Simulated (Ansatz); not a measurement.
# K (Im-3m) in Ansatz: convergence with ecutrho ratio

Aim: find how far ecutrho ratio must go before the results for K settle, at r2SCAN. This setting moves, with any that are tied to it; all else stays.

All numbers are computed with Ansatz 0.2.0; they aren't measurements. Logs are shortened: lines on timing, memory, paths and dates and some standing lists are left out, and cuts for length are marked.

## (1) The structure

Symmetry: Im-3m, No. 229, cubic system. The conventional cell has a = 5.395 Å, b = 5.395 Å, c = 5.395 Å, α = 90.00°, β = 90.00°, γ = 90.00°.

## (2) With ecutrho ratio 4

input.yaml reads:

```yaml
crystal:
  lattice:
    - [-2.6975585167, 2.6975585167, 2.6975585167]
    - [2.6975585167, -2.6975585167, 2.6975585167]
    - [2.6975585167, 2.6975585167, -2.6975585167]
  atoms:
    - { symbol: K, position: [0.0, 0.0, 0.0] }
hamiltonian:
  xc: r2scan
  pseudopotentials: { kind: paw, source: jth }
kpoints:
  mp_grid: { grid: [6, 6, 6] }
scf:
  occupations: { method: fermi_dirac, width: 0.05 }
output:
  forces: true
  stress: true
  eigenvalues: true
basis:
  ecutrho_ratio: 4
```

Potentials or basis: JTH PAW.

On the command line:

```
ansatz run input.yaml --threads 2 --pin off --max-ram 5632MiB --backend cpu --events-out ev --progress --plain --runs-dir out
```

Wall time 4.6 s (2 threads of Intel Xeon at 2.50GHz (Skylake/Cascade Lake), shared host); peak memory 0.7 GiB.

Results:

| Quantity | Value |
| --- | --- |
| Free energy | -1542.2588 eV |
| Pressure | -0.1 GPa |
| Band gap on the k mesh | none (metal or under the smearing width) |

## (3) With ecutrho ratio 5

Edit input.yaml of step 2 so:

```diff
@@ -19,2 +19,2 @@
 basis:
-  ecutrho_ratio: 4
+  ecutrho_ratio: 5
```

Potentials or basis: JTH PAW.

On the command line:

```
ansatz run input.yaml --threads 2 --pin off --max-ram 5632MiB --backend cpu --events-out ev --progress --plain --runs-dir out
```

Run time: 4.8 s. Hardware: 2 threads of Intel Xeon at 2.50GHz (Skylake/Cascade Lake), shared host; peak memory 0.7 GiB.

Results:

* Free energy: -1542.2588 eV
* Pressure: -0.1 GPa
* Band gap on the k mesh: none (metal or under the smearing width)

## (4) With ecutrho ratio 6

Edit input.yaml of step 3 so:

```diff
@@ -19,2 +19,2 @@
 basis:
-  ecutrho_ratio: 5
+  ecutrho_ratio: 6
```

On the command line:

```
ansatz run input.yaml --threads 2 --pin off --max-ram 5632MiB --backend cpu --events-out ev --progress --plain --runs-dir out
```

Wall time 5.9 s (2 threads of Intel Xeon at 2.50GHz (Skylake/Cascade Lake), shared host); peak memory 0.86 GiB.

What came out:

```yaml
Free_energy: -1542.2588 eV
Pressure: -0.1 GPa
Band_gap_on_the_k_mesh: none (metal or under the smearing width)
```

## (5) With ecutrho ratio 8

Edit input.yaml of step 4 so:

```diff
@@ -19,2 +19,2 @@
 basis:
-  ecutrho_ratio: 6
+  ecutrho_ratio: 8
```

On the command line:

```
ansatz run input.yaml --threads 2 --pin off --max-ram 5632MiB --backend cpu --events-out ev --progress --plain --runs-dir out
```

Wall time 8.3 s (2 threads of Intel Xeon at 2.50GHz (Skylake/Cascade Lake), shared host); peak memory 1.3 GiB.

It converged, with:

```yaml
Free_energy: -1542.2588 eV
Pressure: -0.1 GPa
Band_gap_on_the_k_mesh: none (metal or under the smearing width)
```

## (6) With ecutrho ratio 10

Edit input.yaml of step 5 so:

```diff
@@ -19,2 +19,2 @@
 basis:
-  ecutrho_ratio: 8
+  ecutrho_ratio: 10
```

Potentials or basis: JTH PAW.

On the command line:

```
ansatz run input.yaml --threads 2 --pin off --max-ram 5632MiB --backend cpu --events-out ev --progress --plain --runs-dir out
```

Run time: 9.9 s. Hardware: 2 threads of Intel Xeon at 2.50GHz (Skylake/Cascade Lake), shared host; peak memory 1.5 GiB.

It converged, with:

```yaml
Free_energy: -1542.2588 eV
Pressure: -0.1 GPa
Band_gap_on_the_k_mesh: none (metal or under the smearing width)
```

## (7) With ecutrho ratio 12

Edit input.yaml of step 6 so:

```diff
@@ -19,2 +19,2 @@
 basis:
-  ecutrho_ratio: 10
+  ecutrho_ratio: 12
```

Potentials or basis: JTH PAW.

On the command line:

```
ansatz run input.yaml --threads 2 --pin off --max-ram 5632MiB --backend cpu --events-out ev --progress --plain --runs-dir out
```

Output:

```text
Warning: the checks of this K dataset prove no rule for summing its radial tables, as where they were carried onto another mesh than they were made on, and Gregory's rule is taken, under which a leading mesh point left out moves its sums only by what lay on the interval it spanned. That does not make them correct, and they differ from Quantum ESPRESSO's on this file; a re-export a fraction of a mesh step off can move them. hamiltonian.pseudopotentials.radial_quadrature: simpson_from_first_knot sums it by `pw.x`'s rule; on a PAW file no value gives `pw.x`'s numbers. What more to know: hamiltonian.pseudopotentials.radial_quadrature, in the input reference
Warning: RAYON_NUM_THREADS=2 ignored (pool sized by the plan → 2); use --threads N
Engine: ansatz 0.2.0, x86_64-unknown-linux-gnu
Pseudopotentials: kind: paw
Pseudopotential: K, paw, valence charge 9, recommended cutoff 690 eV (normal), K.paw.azcp
Functional definition: r2SCAN
  parameter k0 = 0.174
  parameter k1 = 0.065
  parameter a1 = 4.9479
  exchange = r2scan_x(k0 = k0, k1 = k1, a1 = a1)
  correlation = r2scan_c
Crystal: 1 atoms, lattice volume = 78.519 Å³
Basis set: ecut = 690 eV, 3151 PW (Γ), exchange–correlation on 288×288×288 points (64 copies of the dense FFT grid, shifted against one another)
Bands: 9, of which v1, the nominal top of the filled ones, is band 5 counted from 1 (4 counted from 0)
Symmetry: 48 space group operations
Space group: Im-3m (ITA 229), of the structure as read, at distance tolerance 4.3e-5 Å
k-points: 16 of 216
Non-local potential: K, projectors of the file, l = 0: 2, l = 1: 2, l = 2: 1
PAW form: soft (Blöchl's): semilocal exchange-correlation on the pseudo side does not see the compensation charge
PAW frozen core: K, regenerated for the run's functional (the file was generated under x = pbe(κ = 0.804, μ = 0.2195149727645171), c = pbe(β = 0.06672455060314922))
PAW one-centre angular grid: K, 302 points (default); XC on 160 Gauss nodes
Initial density: superposition of atomic densities (chi_scale 0.1, normalization cell)
Initial wavefunctions: pseudopotential atomic-orbital guess
Functional: x = r2scan, c = r2scan; τ floored in thin density (d = 2e-4 eV/Å³)
iter 1 solved again at ethr=5.77e-4 eV; its pass at ethr=3.10e-3 eV (dr2=5.19e-2 eV) is discarded
SCF iter   1: F=—  HF=-1542.253310 eV  |F-HF|=—  |Δ(HF+E_count)|=         —  Δρ=7.85e-3  dr2=4.87e-2  dr2_τ=6.58e-3  ethr=5.77e-4  ⟨swp⟩=1.0  Hψ=1872  notcnv=0
preconditioner: auto → none  [insulator: Δε(μ)=0.297 eV  Ē_g=4.523 eV  σ=0.050 eV  W_gap=0.56  n_scr=12 (ndim 8)  ℏωp=4.2 eV  f_vac=0.000  D(μ)=2.20/eV (n_scr^D=12)  ε∞_Penn≈1.9]
SCF iter   2: F=—  HF=-1542.250116 eV  |F-HF|=—  |Δ(HF+E_count)|=   3.19e-3  Δρ=2.53e-3  dr2=4.02e-3  dr2_τ=3.76e-3  ethr=5.41e-4  ⟨swp⟩=3.2  Hψ=330  notcnv=0
SCF iter   3: F=—  HF=-1542.257819 eV  |F-HF|=—  |Δ(HF+E_count)|=   7.70e-3  Δρ=1.20e-3  dr2=5.16e-4  dr2_τ=8.48e-5  ethr=4.46e-5  ⟨swp⟩=2.0  Hψ=288  notcnv=0
SCF iter   4: F=—  HF=-1542.258748 eV  |F-HF|=—  |Δ(HF+E_count)|=   9.29e-4  Δρ=3.70e-4  dr2=4.30e-5  dr2_τ=3.42e-5  ethr=5.74e-6  ⟨swp⟩=2.0  Hψ=288  notcnv=0
SCF iter   5: F=—  HF=-1542.258780 eV  |F-HF|=—  |Δ(HF+E_count)|=   3.27e-5  Δρ=1.47e-4  dr2=7.24e-6  dr2_τ=8.45e-6  ethr=4.78e-7  ⟨swp⟩=2.6  Hψ=224  notcnv=0
SCF iter   6: F=—  HF=-1542.258779 eV  |F-HF|=—  |Δ(HF+E_count)|=   1.13e-6  Δρ=2.87e-5  dr2=2.89e-7  dr2_τ=3.19e-8  ethr=8.05e-8  ⟨swp⟩=2.0  Hψ=206  notcnv=0
SCF iter   7: F=-1542.258779 eV  HF=-1542.258779 eV  |F-HF|=6.87e-10  |Δ(HF+E_count)|=   2.77e-8  Δρ=3.90e-6  dr2=4.43e-9  dr2_τ=9.70e-10  ethr=1.11e-9  ⟨swp⟩=7.1  Hψ=837  notcnv=0
SCF 1 converged in 7 iterations: F = -1542.258779 eV  dr2 = 4.43e-9
SCF converged after 7 iterations
Free energy (F): -1542.258779 eV
Harris-Foulkes:  -1542.258779 eV  (|F-HF|=6.87e-10)
Internal energy: -1542.243381 eV  (E = F + TS)
E sigma→0 (E₀):  -1542.251080 eV
Entropy (-TS):   -0.015398 eV (-15.398 meV/atom)
Fermi energy:    1.586327 eV
--- Per-component energies (eV) ---
  E_band       = -152.040014
  E_kinetic    = 224.104941
  E_local      = -880.708230  (includes V_loc(G=0)·N_el)
  E_nonlocal   = 152.914014
  E_hartree    = 271.188256
  E_xc         = -107.842676
  E_vxc        = -156.558392  (∫ρ·V_xc dr)
  E_paw        = -808.320743  (= ΣΔE_a)
  E_vpaw       = -44.802000  (= ΣTr[D̂ρ^β])
  E_aug_tail   = 0.000000  (compensation charges beyond the density's cutoff)
  E_vtau       = 10.633766  (kinetic-family band-sum trace: ∫τ·v_τ [+ j·A + Jᵃ·Aᵃ] dr)
  E_ewald      = -393.383254
  E_core_change = -0.195689  (= ΣΔE_core)
  E_smearing   = -0.015398  (= −TS)
  E_closure    = -0.000000  (closes the sum)
  Σ components = -1542.258779   (vs F -1542.258779, Δ=0.00e0)
--- Forces (eV/Å), atoms counted from 1 ---
  atom   1  K      0.00000000     0.00000000    -0.00000000
  max |Σ_I F_I| component: 2.05e-33 eV/Å
--- Stress (GPa, compression-positive) ---
       -0.059829       0.000000       0.000000
        0.000000      -0.059829      -0.000000
       -0.000000       0.000000      -0.059829
  P = ⅓ Tr σ = -0.0598 GPa (-0.598 kbar)
--- Band table (eV; the first three rows and the last of 16) ---
  k-point 0: bands = ["-32.0795", "-14.7494", "-14.7494", "-14.7494", "-0.6462", "6.2601", "6.2601", "6.2601", "7.1820"]
  k-point 1: bands = ["-32.0787", "-14.7636", "-14.7541", "-14.7494", "-0.2991", "5.5332", "5.8441", "6.5235", "6.9247"]
  k-point 2: bands = ["-32.0771", "-14.7915", "-14.7634", "-14.7494", "0.6885", "3.8641", "5.2654", "7.0229", "7.1825"]
  k-point 15: bands = ["-32.0738", "-14.7895", "-14.7895", "-14.7895", "3.3898", "3.3898", "5.1576", "5.1576", "5.1576"]
```

Run time: 13 s. Hardware: 2 threads of Intel Xeon at 2.50GHz (Skylake/Cascade Lake), shared host; peak memory 2 GiB.

What came out:

- Free energy: -1542.2588 eV
- Pressure: -0.1 GPa
- Band gap on the k mesh: none (metal or under the smearing width)

## (8) Result

```
ecutrho ratio  energy less the tightest run, at zero smearing (meV/atom)  SCF cycles  CPU time (s)  peak memory (GiB)
            4                                                       0.00           7           8.4                0.7
            5                                                       0.00           7           8.7                0.7
            6                                                       0.00           7            11               0.86
            8                                                       0.00           7            15                1.3
           10                                                       0.00           7            18                1.5
           12                                                       0.00           7            24                  2
```

Against the tightest run, the energy stays within 1 meV/atom from 4 on. The tightest run that finished is the yardstick and may itself not be fully converged.
